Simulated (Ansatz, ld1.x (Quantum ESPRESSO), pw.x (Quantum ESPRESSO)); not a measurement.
## pw.x on diamond B: one setting changed

Potential: norm-conserving RRKJ (Kleinman–Bylander form), ld1.x (Quantum ESPRESSO) 7.5, PBE; core [He], reference 2s2 2p1; waves: 2s (bound): rc 1.20 bohr; 2p (bound): rc 1.90 bohr; 3d channel at 0.1 Ry: rc 1.90 bohr; local part: the d channel; core correction: a·sin(br)/r model core inside 1.20 bohr; rho0 0.02.

The reference run (k-mesh 11³, cutoffs 75/300 Ry, Fermi–Dirac 0.01 Ry, mixing_beta 0.4, conv_thr 1e-9, no spin) gives -2.41 GPa at 8.315 Å³/atom, where all-electron LAPW gives 0.11 GPa. This run, with its own iteration cap, changes smearing to mv.

```
&control
  calculation='scf', prefix='x', pseudo_dir='./', outdir='./tmp', tstress=.true., disk_io='none'
/
&system
  ibrav=0, nat=2, ntyp=1, ecutwfc=75, ecutrho=300, nbnd=10,
  occupations='smearing', smearing='mv', degauss=0.01
/
&electrons
  conv_thr=1e-09, mixing_beta=0.4, electron_maxstep=60
/
ATOMIC_SPECIES
B 1.0 B.UPF
CELL_PARAMETERS angstrom
  0.00000000 2.02591281 2.02591281
  2.02591281 0.00000000 2.02591281
  2.02591281 2.02591281 0.00000000
ATOMIC_POSITIONS crystal
B 0.0000 0.0000 0.0000
B 0.2500 0.2500 0.2500
K_POINTS automatic
11 11 11 0 0 0
```

```bash
pw.x < B.scf.in > B.scf.out
```

**Question.** How does the run end?

**Answer.** It converges in 7 iterations; the free energy moves by +16.6 meV/atom and the pressure by -0.42 GPa. This scheme is built to cancel the term in the square of the width that Fermi–Dirac smearing leaves in the F of a metal.

```
Message from routine setup:
     using ibrav=0 with symmetry is DISCOURAGED, use correct ibrav instead
     lattice parameter (alat)  =       5.4142  a.u.
     unit-cell volume          =     112.2248 (a.u.)^3
     number of electrons       =         6.00
     number of Kohn-Sham states=           10
     kinetic-energy cutoff     =      75.0000  Ry
     charge density cutoff     =     300.0000  Ry
     scf convergence threshold =      1.0E-09
     Exchange-correlation= PBE
     number of k points=    56  Marzari-Vanderbilt smearing, width (Ry)=  0.0100
     iteration #  1     ecut=    75.00 Ry     beta= 0.40
     total energy              =     -11.25604047 Ry
     estimated scf accuracy    <       0.03582256 Ry
     iteration #  2     ecut=    75.00 Ry     beta= 0.40
     total energy              =     -11.25368196 Ry
     estimated scf accuracy    <       0.00966426 Ry
     iteration #  3     ecut=    75.00 Ry     beta= 0.40
     total energy              =     -11.25431594 Ry
     estimated scf accuracy    <       0.00004052 Ry
     iteration #  4     ecut=    75.00 Ry     beta= 0.40
     total energy              =     -11.25432180 Ry
     estimated scf accuracy    <       0.00000074 Ry
     iteration #  5     ecut=    75.00 Ry     beta= 0.40
     total energy              =     -11.25432184 Ry
     estimated scf accuracy    <       0.00000002 Ry
     iteration #  6     ecut=    75.00 Ry     beta= 0.40
     total energy              =     -11.25432186 Ry
     estimated scf accuracy    <       0.00000004 Ry
     iteration #  7     ecut=    75.00 Ry     beta= 0.40
     the Fermi energy is     6.4219 ev
!    total energy              =     -11.25432186 Ry
     estimated scf accuracy    <          2.1E-11 Ry
     smearing contrib. (-TS)   =      -0.00002112 Ry
     The total energy is F=E-TS. E is the sum of the following terms:
     one-electron contribution =       5.08530197 Ry
     hartree contribution      =       0.60092714 Ry
     xc contribution           =      -4.27703478 Ry
     ewald contribution        =     -12.66349507 Ry
     convergence has been achieved in   7 iterations
          total   stress  (Ry/bohr**3)                   (kbar)     P=      -28.29
     Message from routine punch:
     Nothing written, as per user request (disk_io='none')
```

The run took about 4.4 s on one core of a shared host (Neoverse-V2, 96 threads, 742 GiB, load 36).
